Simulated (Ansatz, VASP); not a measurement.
## Mg: VASP beside Ansatz

```
Mg
1.0
     3.20930    0.00000    0.00000
    -1.60465    2.77934    0.00000
     0.00000    0.00000    5.21030
Mg
2
Direct
  0.66667 0.33333 0.75000
  0.33333 0.66667 0.25000
```

Alike in both runs: task relaxation of cell and atoms; functional RPBE; k mesh 10 × 10 × 5; occupations fermi-dirac, width 0.05 eV; no spin polarisation.

|  | VASP | Ansatz |
| --- | --- | --- |
| version | VASP 6.6.1 | Ansatz 0.2.0 |
| potentials or method | VASP PAW PBE potentials, release 64 (Mg), cutoff 600 eV | all-electron LAPW, scalar-relativistic |

Ansatz gave:

| Property | Result |
| --- | --- |
| relaxed volume (Å³/atom) | 23.75 |
| relaxed cell length with the largest relative difference (Å) | 5.352 |
| energy change over the relaxation (meV/atom) | -3 |

Question: What did VASP give for the same quantities?

Answer: Relaxed volume (Å³/atom): 23.66; relaxed cell length with the largest relative difference (Å): 5.344; energy change over the relaxation (meV/atom): -3.

Ansatz ran all-electron here, so the differences hold the error of VASP's frozen core and of both bases.

Caveats: the PAW data sets were made with another functional, which shifts forces and pressure a little (VASP). Zero-point motion and thermal expansion aren't in these numbers. RPBE and its kin give volumes clearly too large for solids.
